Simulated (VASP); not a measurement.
# PbSe (Pm-3m) in VASP: notebook

One crystal, PbSe, is run at these levels: PBE; tasks: single point.

Program: VASP 6.6.1. These are calculated values, not measurements. Logs are shortened: lines on timing, memory, paths and dates and some standing lists are left out, and cuts for length are marked.

## (1) The structure

The structure is cubic, space group Pm-3m (No. 221). The conventional cell has a = 3.784 Å, b = 3.784 Å, c = 3.784 Å, α = 90.00°, β = 90.00°, γ = 90.00°. Around Pb (site symmetry m-3m) lie 8 Se at 3.28 Å. Se (site symmetry m-3m) has 8 Pb at 3.28 Å as nearest neighbours.

Measurements of this composition are mostly on another form, of space group No. 225.

## (2) Single point, PBE

Input file INCAR:

```
SYSTEM = PbSe
PREC     = Accurate       ! precision mode
ENCUT    = 500            ! plane-wave cutoff, eV
EDIFF    = 1E-6           ! SCF threshold, eV
ISMEAR   = 0              ! smearing method
SIGMA    = 0.02           ! smearing width, eV
LREAL    = .FALSE.        ! projectors in reciprocal space
LASPH    = .TRUE.         ! aspherical terms in the spheres
NELM     = 60             ! most SCF steps
ALGO     = Fast           ! electronic algorithm
ISIF     = 2              ! what is computed and relaxed
LWAVE    = .FALSE.        ! write WAVECAR
LCHARG   = .FALSE.        ! write CHGCAR
GGA      = PE             ! functional
NBANDS   = 18             ! bands
```

Input file KPOINTS:

```
regular mesh
0
G
  4 4 4
  0 0 0
```

Input file POSCAR:

```
PbSe
1.0
    3.7843220000      0.0000000000      0.0000000000
    0.0000000000      3.7843220000      0.0000000000
    0.0000000000      0.0000000000      3.7843220000
Pb Se
1 1
Direct
    0.0000000000      0.0000000000      0.0000000000
    0.5000000000      0.5000000000      0.5000000000
```

Potentials or basis: VASP PAW PBE potentials, release 64 (Pb_d_GW, Se_GW).

Run with:

```bash
$ cat potpaw_PBE.64/Pb_d_GW/POTCAR potpaw_PBE.64/Se_GW/POTCAR > POTCAR
$ mpirun -np 1 vasp_std > vasp.out
```

OUTCAR:

```text
SYSTEM = PbSe
   PREC = Accurate
   ENCUT = 500
   EDIFF = 1E-6
   ISMEAR = 0
   LREAL = .FALSE.
   LASPH = .TRUE.
   NELM = 60
   ISIF = 2
   GGA = PE

 ion  position               nearest neighbor table
   1  0.000  0.000  0.000-
   2  0.500  0.500  0.500-

  LATTYP: Found a simple cubic cell.
 ALAT       =     3.7843220000

  Lattice vectors:

 A1 = (   3.7843220000,   0.0000000000,   0.0000000000)
 A2 = (   0.0000000000,   3.7843220000,   0.0000000000)
 A3 = (   0.0000000000,   0.0000000000,   3.7843220000)

Analysis of symmetry for initial positions (statically):
=====================================================================
 Subroutine PRICEL returns:
 Original cell was already a primitive cell.

 Routine SETGRP: Setting up the symmetry group for a
 simple cubic supercell.

 Subroutine GETGRP returns: Found 48 space group operations
 (whereof 48 operations were pure point group operations)
 out of a pool of 48 trial point group operations.

The static configuration has the point symmetry O_h .

Analysis of symmetry for dynamics (positions and initial velocities):
=====================================================================
 Subroutine PRICEL returns:
 Original cell was already a primitive cell.

 Routine SETGRP: Setting up the symmetry group for a
 simple cubic supercell.

 Subroutine GETGRP returns: Found 48 space group operations
 (whereof 48 operations were pure point group operations)
 out of a pool of 48 trial point group operations.

The dynamic configuration has the point symmetry O_h .

 Subroutine INISYM returns: Found 48 space group operations
 (whereof 48 operations are pure point group operations),
 and found     1 'primitive' translations

----------------------------------------------------------------------------------------

                                     Primitive cell

  volume of cell :      54.1956

  direct lattice vectors                    reciprocal lattice vectors
     3.784322000  0.000000000  0.000000000     0.264248127  0.000000000  0.000000000
     0.000000000  3.784322000  0.000000000     0.000000000  0.264248127  0.000000000
     0.000000000  0.000000000  3.784322000     0.000000000  0.000000000  0.264248127

  length of vectors
     3.784322000  3.784322000  3.784322000     0.264248127  0.264248127  0.264248127

  position of ions in fractional coordinates (direct lattice)
     0.000000000  0.000000000  0.000000000
     0.500000000  0.500000000  0.500000000

  ion indices of the primitive-cell ions
   primitive index   ion index
                 1           1
                 2           2

----------------------------------------------------------------------------------------

 KPOINTS: regular mesh

Automatic generation of k-mesh.
 Grid dimensions read from file:
 generate k-points for:    4    4    4

 Generating k-lattice:

  Cartesian coordinates                     Fractional coordinates (reciprocal lattice)
     0.066062032  0.000000000  0.000000000     0.250000000  0.000000000  0.000000000
     0.000000000  0.066062032  0.000000000     0.000000000  0.250000000  0.000000000
     0.000000000  0.000000000  0.066062032     0.000000000  0.000000000  0.250000000

  Length of vectors
     0.066062032  0.066062032  0.066062032

  Shift w.r.t. Gamma in fractional coordinates (k-lattice)
     0.000000000  0.000000000  0.000000000

 Subroutine IBZKPT returns following result:
 ===========================================

 Found     10 irreducible k-points:

 Following reciprocal coordinates:
            Coordinates               Weight
  0.000000  0.000000  0.000000      1.000000
  0.250000  0.000000  0.000000      6.000000
  0.500000  0.000000  0.000000      3.000000
  0.250000  0.250000  0.000000     12.000000
  0.500000  0.250000  0.000000     12.000000
  0.500000  0.500000  0.000000      3.000000
  0.250000  0.250000  0.250000      8.000000
  0.500000  0.250000  0.250000     12.000000
  0.500000  0.500000  0.250000      6.000000
  0.500000  0.500000  0.500000      1.000000
   k-points           NKPTS =     10   k-points in BZ     NKDIM =     10   number of bands    NBANDS=     18
   number of dos      NEDOS =    301   number of ions     NIONS =      2
   total plane-waves  NPLWV =  21952
   dimension x,y,z NGX =    28 NGY =   28 NGZ =   28
   dimension x,y,z NGXF=    56 NGYF=   56 NGZF=   56
   ions per type =               1   1
   NGX,Y,Z   is equivalent  to a cutoff of  12.30, 12.30, 12.30 a.u.
   NGXF,Y,Z  is equivalent  to a cutoff of  24.60, 24.60, 24.60 a.u.
 SYSTEM =  PbSe
   PREC   = accura    normal or accurate (medium, high low for compatibility)
   ISTART =      0    job   : 0-new  1-cont  2-samecut
   ICHARG =      2    charge: 1-file 2-atom 10-const
   ISPIN  =      1    spin polarized calculation?
   LNONCOLLINEAR =      F non collinear calculations
   LSORBIT =      F    spin-orbit coupling
   LASPH  =      T    aspherical Exc in radial PAW
   ENCUT  =  500.0 eV  36.75 Ry    6.06 a.u.   6.90  6.90  6.90*2*pi/ulx,y,z
   NELM   =     60;   NELMIN=  2; NELMDL= -5     # of ELM steps
   EDIFF  = 0.1E-05   stopping-criterion for ELM
   LREAL  =      F    real-space projection
   EDIFFG = 0.1E-04   stopping-criterion for IOM
   NSW    =      0    number of steps for IOM
   IBRION =     -1    ionic relax: 0-MD 1-quasi-New 2-CG
   NFREE  =      0    steps in history (QN), initial steepest desc. (CG)
   ISIF   =      2    stress and relaxation
   ISYM   =      2    0-nonsym 1-usesym 2-fastsym
   POTIM  = 0.5000    time-step for ionic-motion
   TEBEG  =    0.0;   TEEND  =   0.0 temperature during run
   PSTRESS=    0.0 pullay stress
   NELECT =      22.0000    total number of electrons
   NUPDOWN=      -1.0000    fix difference up-down
   EMIN   =  10.00;   EMAX   =-10.00  energy-range for DOS
   EFERMI =   0.00;   METHOD = LEGACY
   ISMEAR =     0;   SIGMA  =   0.02  broadening in eV -4-tet -1-fermi 0-gaus
   EFERMI_NEDOS =   21; number of points for ismear=-14 and -15
   IALGO  =     68    algorithm
   IMIX   =      4    mixing-type and parameters
     AMIX     =   0.40;   BMIX     =  1.00
     AMIX_MAG =   1.60;   BMIX_MAG =  1.00
  volume/ion in A,a.u.               =      27.10       182.87
  Fermi-wavevector in a.u.,A,eV,Ry     =   1.212163  2.290656 19.991568  1.469339
  Thomas-Fermi vector in A             =   2.347656
   LORBIT       =      0    0 simple, 1 ext, 2 COOP (PROOUT), +10 PAW based schemes
   GGA     = PE    functional components
   LHFCALC =     F    Hartree Fock is set to
   AEXX    =    0.0000 exact exchange contribution
   IVDW    =     0    specifies the selected vdW correction
   LEPSILON=     F    determine dielectric tensor
   LRPA    =     F    only Hartree local field effects (RPA)
 non-spin polarized calculation
 RMM-DIIS sequential band-by-band and
 Gauss-broadening in eV      SIGMA  =   0.02
  energy-cutoff  :      500.00
  volume of cell :       54.20
 maximum number of plane-waves:      1406
 NGX is ok and might be reduce to    28
   NGX = 13   NGY = 13   NGZ = 13

 number of electron      22.0000010 magnetization

 Free energy of the ion-electron system (eV)
  ---------------------------------------------------
  ext. energy  EPLUGINS =         0.00000000
  ---------------------------------------------------
  free energy    TOTEN  =        -7.62270618 eV

  energy without entropy =       -7.62270616  energy(sigma->0) =       -7.62270617

 E-fermi :   3.3356     XC(G=0): -10.0172

 val. band max:        3.2660215705   @ k =   0.5000   0.2500   0.0000
 cond. band min:       3.4012553073   @ k =   0.5000   0.5000   0.0000
 fundamental gap:      0.1352337367
 Fermi energy:         3.3356088914

 k-point     1 :       0.0000    0.0000    0.0000
  band No.  band energies     occupation
      1    -136.1772      2.00000
      2     -13.5588      2.00000
      3     -13.5588      2.00000
      4     -13.4070      2.00000
      5     -13.4070      2.00000
      6     -13.4070      2.00000
[... 10 lines left out ...]
     17      14.6106      0.00000
     18      16.1891      0.00000

 k-point     2 :       0.2500    0.0000    0.0000
  band No.  band energies     occupation
      1    -136.1772      2.00000
      2     -13.5555      2.00000
      3     -13.5011      2.00000
      4     -13.4283      2.00000
      5     -13.4283      2.00000
      6     -13.4051      2.00000
[... 10 lines left out ...]
     17      13.8013      0.00000
     18      15.6519      0.00000

 k-point     3 :       0.5000    0.0000    0.0000
  band No.  band energies     occupation
      1    -136.1773      2.00000
      2     -13.5521      2.00000
      3     -13.4494      2.00000
      4     -13.4494      2.00000
      5     -13.4437      2.00000
      6     -13.4032      2.00000
[... 10 lines left out ...]
     17      16.3642      0.00000
     18      16.6856      0.00000

 k-point     4 :       0.2500    0.2500    0.0000
  band No.  band energies     occupation
      1    -136.1771      2.00000
      2     -13.5262      2.00000
      3     -13.4674      2.00000
      4     -13.4619      2.00000
      5     -13.4264      2.00000
      6     -13.4240      2.00000
[... 10 lines left out ...]
     17      12.9644      0.00000
     18      13.5090      0.00000

 k-point     5 :       0.5000    0.2500    0.0000
  band No.  band energies     occupation
      1    -136.1771      2.00000
      2     -13.5162      2.00000
      3     -13.4944      2.00000
      4     -13.4452      2.00000
      5     -13.4222      2.00000
      6     -13.4145      2.00000
[... 10 lines left out ...]
     17      13.7178      0.00000
     18      14.6117      0.00000

 k-point     6 :       0.5000    0.5000    0.0000
  band No.  band energies     occupation
      1    -136.1771      2.00000
      2     -13.5376      2.00000
      3     -13.4958      2.00000
      4     -13.4411      2.00000
      5     -13.4411      2.00000
      6     -13.3698      2.00000
[... 10 lines left out ...]
     17      12.5257      0.00000
     18      12.5257      0.00000

 k-point     7 :       0.2500    0.2500    0.2500
  band No.  band energies     occupation
      1    -136.1772      2.00000
      2     -13.4653      2.00000
      3     -13.4653      2.00000
      4     -13.4641      2.00000
      5     -13.4483      2.00000
      6     -13.4483      2.00000
[... 10 lines left out ...]
     17      13.3104      0.00000
     18      15.8459      0.00000

 k-point     8 :       0.5000    0.2500    0.2500
  band No.  band energies     occupation
      1    -136.1771      2.00000
      2     -13.4905      2.00000
      3     -13.4734      2.00000
      4     -13.4622      2.00000
      5     -13.4462      2.00000
      6     -13.4033      2.00000
[... 10 lines left out ...]
     17      13.4468      0.00000
     18      16.2733      0.00000

 k-point     9 :       0.5000    0.5000    0.2500
  band No.  band energies     occupation
      1    -136.1772      2.00000
      2     -13.5177      2.00000
      3     -13.4697      2.00000
      4     -13.4697      2.00000
      5     -13.4318      2.00000
      6     -13.3687      2.00000
[... 10 lines left out ...]
     17      15.1473      0.00000
     18      16.8484      0.00000

 k-point    10 :       0.5000    0.5000    0.5000
  band No.  band energies     occupation
      1    -136.1771      2.00000
      2     -13.4978      2.00000
      3     -13.4978      2.00000
      4     -13.4978      2.00000
      5     -13.3675      2.00000
      6     -13.3675      2.00000
[... 10 lines left out ...]
     17      17.1673      0.00000
     18      20.6054      0.00000

------------------------ aborting loop because EDIFF is reached ----------------------------------------

  FORCE on cell =-STRESS in cart. coord.  units (eV):
  Direction    XX          YY          ZZ          XY          YZ          ZX
  --------------------------------------------------------------------------------------
  -------------------------------------------------------------------------------------
  Total        0.1418808      0.1418808      0.1418808      0.0000000      0.0000000     -0.0000000
  in kB        4.1944000      4.1944000      4.1944000      0.0000000      0.0000000     -0.0000000
  external PRESSURE =       4.1944000 kB  Pullay stress =       0.0000000 kB

 VOLUME and BASIS-vectors are now :
 -----------------------------------------------------------------------------
  energy-cutoff  :      500.00
  volume of cell :       54.20
      direct lattice vectors                 reciprocal lattice vectors
     3.784322000  0.000000000  0.000000000     0.264248127  0.000000000  0.000000000
     0.000000000  3.784322000  0.000000000     0.000000000  0.264248127  0.000000000
     0.000000000  0.000000000  3.784322000     0.000000000  0.000000000  0.264248127

 POSITION                                       TOTAL-FORCE (eV/Angst)
 -----------------------------------------------------------------------------------
      0.00000      0.00000      0.00000         0.000000      0.000000      0.000000
      1.89216      1.89216      1.89216         0.000000      0.000000      0.000000
 -----------------------------------------------------------------------------------
    total drift:                               -0.000000      0.000000     -0.000000

  FREE ENERGIE OF THE ION-ELECTRON SYSTEM (eV)
  ---------------------------------------------------
  free  energy   TOTEN  =        -7.6227061824 eV

  energy  without entropy=       -7.6227061597  energy(sigma->0) =       -7.62270617
```

It took 7.9 s on 1 thread of Intel Xeon 6975P-C (Granite Rapids), shared host; peak memory 0.16 GiB.

What came out:

* Free energy: -7.6227 eV
* Pressure: 0.4 GPa
* Band gap on the k mesh: none (metal or under the smearing width)

Levels at points of the mesh, in eV from the Fermi level:
| k point | band 8 | band 9 | band 10 | band 11 | band 12 | band 13 | band 14 | band 15 |
| --- | --- | --- | --- | --- | --- | --- | --- | --- |
| (0.00, 0.00, 0.00) | -7.04 | -1.43 | -1.43 | -1.43 | 5.17 | 5.17 | 6.09 | 6.09 |
| (0.50, 0.00, 0.00) | -8.94 | -0.22 | -0.19 | -0.19 | 0.13 | 3.42 | 3.42 | 6.55 |
| (0.50, 0.50, 0.00) | -7.46 | -4.29 | -4.29 | 0.07 | 4.16 | 4.16 | 5.00 | 6.83 |
| (0.50, 0.50, 0.50) | -6.42 | -2.26 | -2.26 | -2.26 | -0.57 | -0.57 | -0.57 | 13.83 |

Caveat: the k mesh is coarse (spacing up to 0.42 Å⁻¹), so the values aren't converged. Spin-orbit coupling is left out, which matters for the levels of Pb.

## (3) Single point, PBE

Input file INCAR:

```
PREC = Accurate
ENCUT = 500
EDIFF = 1E-6
ISMEAR = 0
SIGMA = 0.02
LREAL = F
LASPH = T
NELM = 100
ALGO = Normal
ISIF = 2
LWAVE = F
LCHARG = T
GGA = PE
LELF = T
LVHAR = T
```

Input file KPOINTS:

```
regular mesh
0
Gamma
  3 3 3
```

POSCAR is that of step 2.

Potentials or basis: VASP PAW PBE potentials, release 64 (Pb_d_GW, Se_GW).

Run with:

```bash
$ cat potpaw_PBE.64/Pb_d_GW/POTCAR potpaw_PBE.64/Se_GW/POTCAR > POTCAR
$ mpirun -np 1 vasp_std > vasp.out
```

Wall time 4.4 s (1 thread of Intel Xeon 6975P-C (Granite Rapids), shared host); peak memory 0.16 GiB.

Results (log left out):

| Property | Result |
| --- | --- |
| Free energy | -7.7079 eV |
| Pressure | -0.2 GPa |
| Band gap on the k mesh | 1.48 eV, indirect (least direct gap 2.46 eV) |

Levels at points of the mesh, in eV from the valence-band top:
```csv
k point,band 9,band 10,band 11,band 12,band 13,band 14
"(0.00, 0.00, 0.00)",-1.26,-1.26,-1.26,5.36,5.36,6.27
```

Caveat: the k mesh is coarse (spacing up to 0.55 Å⁻¹), so the values aren't converged; spin-orbit coupling is left out, which as a rule narrows the gap of such compounds by several tenths of an eV; an odd mesh through Γ misses points on the zone boundary, where band edges often lie.
